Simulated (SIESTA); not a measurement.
The system is TiSi2.

```
Ti Si
1.0
     0.00000    4.11752    4.26290
     2.38951    0.00000    4.26290
     2.38951    4.11752    0.00000
Ti Si
2 4
Cartesian
  3.5843 6.1763 6.3943
  2.3895 4.1175 4.2629
  1.1948 3.3975 2.1314
  1.1948 0.7200 2.1314
  2.3895 1.3387 4.2629
  2.3895 6.8963 4.2629
```

The cell is a database's computed one.

Program: SIESTA 5.4.2. Alike in all runs: task band structure; level PBEsol; no spin polarisation; cell as given; k mesh 7 × 7 × 7; smearing fermi-dirac 0.05 eV; grid cutoff 800 Ry; energy shift 0.003 Ry.

Problem. Order these runs on this cell by their pressure, lowest first.
A. potentials or basis PseudoDojo 0.4 standard (PBEsol files), SZP (energy shift 0.003 Ry)
B. potentials or basis PseudoDojo 0.4 standard (PBEsol files), SZ (energy shift 0.003 Ry)
C. potentials or basis PseudoDojo 0.4 standard (PBEsol files), TZP (energy shift 0.003 Ry; two zetas on semicore shells)
D. potentials or basis PseudoDojo 0.4 standard (PBEsol files), DZ (energy shift 0.003 Ry; two zetas on semicore shells)

Solution. C (-1.8 GPa), A (1.6 GPa), D (5.8 GPa), B (18.0 GPa).

Caveats: the basis of atomic orbitals isn't converged, which shifts pressures, moduli and gaps; the basis has no polarisation orbitals (some runs).
